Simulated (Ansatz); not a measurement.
**Bi: equation of state with PBE**

Crystal: Bi.

```xyz
2
Lattice="2.2675 1.3091 3.9380 -2.2675 1.3091 3.9380 0.0000 -2.6183 3.9380" Properties=species:S:1:pos:R:3 pbc="T T T"
Bi    0.0000    0.0000    9.0495
Bi    0.0000    0.0000    2.7645
```

```
Program             : Ansatz 0.2.0
Task                : equation of state
Functional          : PBE
Potentials or basis : Ansatz PAW
Cutoff              : 420 eV
Density cutoff      : 1680 eV
k mesh              : 7 × 7 × 7
Occupations         : fermi-dirac, width 0.05 eV
Spin                : no spin polarisation
```

* Equilibrium volume: 36.64 Å³/atom
* Bulk modulus at fixed shape and positions: 43 GPa
* Pressure derivative of the bulk modulus: 4.6

Energy against volume, from the lowest point:
```csv
volume (Å³/atom),energy (meV/atom)
32.965,60.61
33.667,38.10
34.368,21.35
35.070,9.76
35.771,2.80
36.472,0.00
37.174,0.92
```

All runs of the series together: 14 s on 2 threads of Intel(R) Xeon(R) Platinum 8488C (Sapphire Rapids), on a shared host.

Caveat: the cell was scaled at fixed shape and fractional positions, which overstates the stiffness of a crystal with free parameters, most of all of layers and chains.
